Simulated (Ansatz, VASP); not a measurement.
# InSb2As3 in VASP and in Ansatz

```
In Sb As
1.0
     3.82738    0.00000    0.00000
     0.00000    3.82738    0.00000
     0.00000    0.00000   10.18847
In Sb As
1 2 3
Direct
  0.00000 0.00000 0.56403
  0.50000 0.50000 0.72601
  0.00000 0.00000 0.24562
  0.50000 0.00000 0.01918
  0.00000 0.50000 0.01918
  0.50000 0.50000 0.42597
```

Change from the starting cell: species swapped into the Zr2As3Se type (P4mm, No. 99).

Alike in both runs: functional PBE; k mesh 4 × 4 × 2; occupations gaussian, width 0.1 eV; no spin polarisation.

Ansatz relaxed the structure, and its values are those at the end. VASP's run is a single point on that final structure, the one shown.

```csv
,VASP,Ansatz
version,VASP 6.6.1,Ansatz 0.2.0
potentials or method,"VASP PAW PBE potentials, release 64 (In_d, Sb, As)","scalar-relativistic, plane waves, PAW"
plane-wave cutoff (eV),520,420
valence electrons in the cell,38,88
```

VASP gave:

```
gap on the k mesh at the Fermi level (eV) : none
pressure (GPa)                            : 0.1
rms of the force components (eV/Å)        : 0.010
```

Q: Which values does Ansatz return?

A: gap on the k mesh at the Fermi level (eV): none; pressure (GPa): 0.1; rms of the force components (eV/Å): 0.009.

A gap of «none» marks a metal or a gap that the smearing closes. The two sets of potentials don't hold the same shells in valence.

Caveats: the k mesh is coarse (spacing up to 0.41 Å⁻¹), so the values aren't converged; this functional lacks dispersion, which binds the layers, so the pressure and a relaxed spacing across them are unreliable. The runs have no spin-orbit coupling, so splittings on Sb are missing.
